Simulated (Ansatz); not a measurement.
Clean, relaxed (001) surface of C, space group P6_3/mmc (No. 194) (top face towards +c; atoms held fixed, by place in the list: 1, 2, 3, 4):

```yaml
crystal:
  lattice:
    - [2.46498, 0.00000, 0.00000]
    - [-1.23249, 2.13474, 0.00000]
    - [0.00000, 0.00000, 27.10765]
  atoms:
    - { symbol: C, position: [0.00000, 0.00000, 0.31356] }
    - { symbol: C, position: [0.66667, 0.33333, 0.31356] }
    - { symbol: C, position: [0.00000, 0.00000, 0.43785] }
    - { symbol: C, position: [0.33333, 0.66667, 0.43785] }
    - { symbol: C, position: [0.00000, 0.00000, 0.56215] }
    - { symbol: C, position: [0.66667, 0.33333, 0.56215] }
    - { symbol: C, position: [0.00000, 0.00000, 0.68644] }
    - { symbol: C, position: [0.33333, 0.66667, 0.68644] }
```

The calculation used DFT PBE+D3(BJ), scalar-relativistic, plane waves, PAW (Ansatz). Cutoff 420 eV; k points 12×12×1 on the computed 8-atom cell (Γ-centred); Gaussian smearing, width 0.10 eV; no spin polarisation. A dipole correction removes the field between periodic images along c.

O (atom) is adsorbed on the top face, one adsorbate per 5.3 Å², and relaxed from 3 starting sites (fractions of a and b). E_ads counts from the clean slab and the free adsorbate (spin-polarised where it has unpaired electrons); negative means bound. Heights count from the highest slab atom after relaxation. Δφ is the top face's. Δp counts per cell along +c. Bonded neighbours lie within 1.25 times the sum of covalent radii (1.35 for H) and, on that scale, within 12 % of the closest. With the adsorbate the cell is lengthened along c to keep the vacuum.

```tsv
start	ends at	E_ads (eV)	height (Å)	shortest contact	Δφ (eV)	Δp (e·Å)
top (C) at (0.00, 0.00)	(0.00, 0.00), 1 bonded neighbour (C)	-0.64	1.38	O–C 1.38 Å	+3.54	-0.103
hollow (C-C) at (0.67, 0.33), 1.0 Å under the top layer	(0.67, 0.33), 0 bonded neighbours, largest slab move 2.3 Å	-0.37	-2.93	O–C 2.73 Å	+1.12	-0.032
bridge (C-C) at (0.17, 0.33)	(0.24, 0.47), 2 bonded neighbours (C)	-1.99	1.24	O–C 1.43 Å	+2.97	-0.086
```

Among the sites tried, the lowest end comes from the bridge (C-C) at (0.17, 0.33) start; other sites may lie lower.

Each end is the local minimum or symmetric point that its start leads to. Where slab atoms move by over 1 Å the face has restacked or been rebuilt, which that row's energy includes.

Spin polarisation was left out, and a magnetic state may lie lower.